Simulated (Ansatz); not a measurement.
An Ansatz input and the part of its output that reports the observables at the nuclei.

The cell is a refined structure from the COD, relaxed with PBE at fixed cell and then changed (volume scaled by 0.96, ions relaxed).

```yaml
crystal:
  lattice:
    - [3.9518582279, 0.0, 0.0]
    - [0.0, 3.9518582279, 0.0]
    - [0.0, 0.0, 3.9518582279]
  atoms:
    - { symbol: Ba, position: [0.5, 0.5, 0.5] }
    - { symbol: Ti, position: [0.0, 0.0, 0.0] }
    - { symbol: O, position: [0.5, 0.0, 0.0] }
    - { symbol: O, position: [0.0, 0.5, 0.0] }
    - { symbol: O, position: [0.0, 0.0, 0.5] }
kpoints:
  mp_grid: { grid: [8, 8, 8] }
scf:
  occupations: { method: fermi_dirac, width: 0.02 }
hamiltonian:
  xc: pbe
  pseudopotentials: { kind: paw }
output:
  forces: true
  stress: true
  populations: true
  efg:
    quadrupole_moments_barn: { Ba: 0.236, Ti: 0.247, O: -0.02558 }
    contact_densities: true
  write_density: true
  write_potential: true
  elf: true
  volumetric_format: npy
relax:
  f_tol: 0.02
  max_steps: 60
```

```sh
ansatz run input.yaml --threads 1 --pin off --max-ram 3072MiB --backend cpu --events-out ev --progress --plain --runs-dir out
```

The run relaxes the ions first, and the block belongs to the relaxed positions.

Of the output, the block on the nuclei alone is shown; the set-up, the SCF iterations, energies, forces and stress are cut.

```
--- PAW observables at the nuclei: V_zz in 10²¹ V/m², potentials from the cell's mean, atoms counted from 1 ---
  atom   1  Ba V_zz =    -0.000000   η = 0.0000   by run symmetry: forbidden   C_q = -0.0000 MHz
            electrostatic potential = -9628.818079 V   contact ρ = 2065458.450904 e/Å³
  atom   2  Ti V_zz =    -0.000000   η = 0.0000   by run symmetry: forbidden   C_q = -0.0000 MHz
            electrostatic potential = -2531.017431 V   contact ρ = 56791.584546 e/Å³
  atom   3  O  V_zz =    +2.233840   η = 0.0000   by run symmetry: allowed   C_q = -1.3817 MHz
            electrostatic potential = -628.771100 V   contact ρ = 2157.310721 e/Å³
  atom   4  O  V_zz =    +2.233840   η = 0.0000   by run symmetry: allowed   C_q = -1.3817 MHz
            electrostatic potential = -628.771100 V   contact ρ = 2157.310721 e/Å³
  atom   5  O  V_zz =    +2.233840   η = 0.0000   by run symmetry: allowed   C_q = -1.3817 MHz
            electrostatic potential = -628.771100 V   contact ρ = 2157.310721 e/Å³
```

The relaxation (1 step) took 7.6 s of wall time (7.6 s of CPU time) and 0.45 GiB at its peak, on 1 thread of Arm Neoverse V1 (aarch64; 8 cores open to the job, memory cap 3.0 GiB, no GPU), a shared host with a load of 0.7 a core.

This high-symmetry form of BaTiO3 is unstable when cold, to polar off-centring of Ti. The symmetry of the cell holds that distortion back, wholly or in part, and it would change the field gradients, the more the larger the distortion. At this changed cell the PBE pressure is 9 GPa.
